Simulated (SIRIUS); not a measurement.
# AlNi (Pm-3m) in SIRIUS: convergence with radial points in a sphere, part 2 of 2

SIRIUS 7.12.0. The steps go on from the part before.

## (8) Summary

```tsv
radial points in a sphere	energy less the tightest run, at zero smearing (meV/atom)	SCF cycles	CPU time (s)	peak memory (GiB)
200	-4.27	9	31	0.37
300	-1.52	9	34	0.4
450	-0.37	9	38	0.45
700	-0.07	9	43	0.53
1000	-0.01	9	51	0.63
1500	0.00	9	62	0.79
```

Against the tightest run, the energy stays within 1 meV/atom from 450 on. The tightest run that finished is the yardstick and may itself not be fully converged.
